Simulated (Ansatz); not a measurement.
The system is TiO2.

```
Ti O
1.0
     2.96826    0.00000    0.00000
     0.00021    4.70761    0.00000
     1.48357    0.24235    7.08346
Ti O
3 6
Direct
  0.00337 0.00039 0.00070
  0.34464 0.48026 0.31696
  0.66171 0.52047 0.68450
  0.44004 0.18544 0.12854
  0.77793 0.29773 0.45188
  0.10124 0.30895 0.80624
  0.90650 0.69184 0.19517
  0.22941 0.70301 0.54951
  0.56803 0.81530 0.87283
```

The cell comes from a database or a generator and needn't be the stable form of this composition.

* Program: Ansatz 0.2.0
* Task: relaxation of cell and atoms
* Functional: BLYP
* Dispersion: D3(BJ)
* Potentials or basis: Ansatz PAW
* Cutoff: 420 eV (not typed: the program's choice for these potentials)
* k mesh: 9 × 6 × 4
* Occupations: fermi-dirac, width 0.05 eV
* Spin: no spin polarisation

At the start: volume 11.00 Å³/atom.

How do energy, volume and symmetry change on relaxing?

It ends after 17 steps and the volume is 10.91 Å³/atom (-0.8 %); space group C2/m (No. 12, to 0.05 Å).

Step by step:
| step | energy change (eV) | largest force (eV/Å) | volume (Å³) |
| --- | --- | --- | --- |
| 1 | 0.0000 | 0.3484 | 98.98 |
| 2 | -0.0161 | 0.1488 | 98.53 |
| 3 | -0.0159 | 0.3013 | 98.65 |
| 4 | -0.0208 | 0.0341 | 98.43 |
| 5 | -0.0211 | 0.0152 | 98.40 |
| 6 | -0.0211 | 0.0034 | 98.42 |
| 7 | -0.0189 | 0.0037 | 98.42 |
| 8 | -0.0195 | 0.0037 | 98.35 |
| 9 | -0.0198 | 0.0042 | 98.31 |
| 10 | -0.0193 | 0.0042 | 98.31 |
| 11 | -0.0197 | 0.0117 | 98.26 |
| 12 | -0.0199 | 0.0046 | 98.24 |
| 13 | -0.0196 | 0.0046 | 98.24 |
| 14 | -0.0199 | 0.0015 | 98.20 |
| 15 | -0.0201 | 0.0097 | 98.16 |
| 16 | -0.0202 | 0.0042 | 98.15 |
| 17 | -0.0199 | 0.0042 | 98.15 |

Final structure:
```
Ti O
1.0
     2.97263   -0.00006    0.00011
     0.00011    4.66988    0.09298
     1.48601    0.38028    7.07831
Ti O
3 6
Cartesian
  0.0107 0.0020 0.0050
  1.4979 2.2648 2.3013
  2.9845 2.7894 4.8801
  1.4983 0.8604 0.9657
  2.9846 1.5130 3.3043
  1.4983 1.8254 5.7698
  2.9848 3.2287 1.4116
  1.4983 3.5412 3.8772
  2.9845 4.1938 6.2157
```

Caveat: the plane-wave basis is chosen anew once the cell has moved, so the energies of steps on either side of that aren't comparable; the pressure holds a Pulay correction of +0.9 GPa for the finite cutoff; the PAW data sets come from PBE, with cores solved anew for the run's functional, which leaves a small shift of forces and pressure.
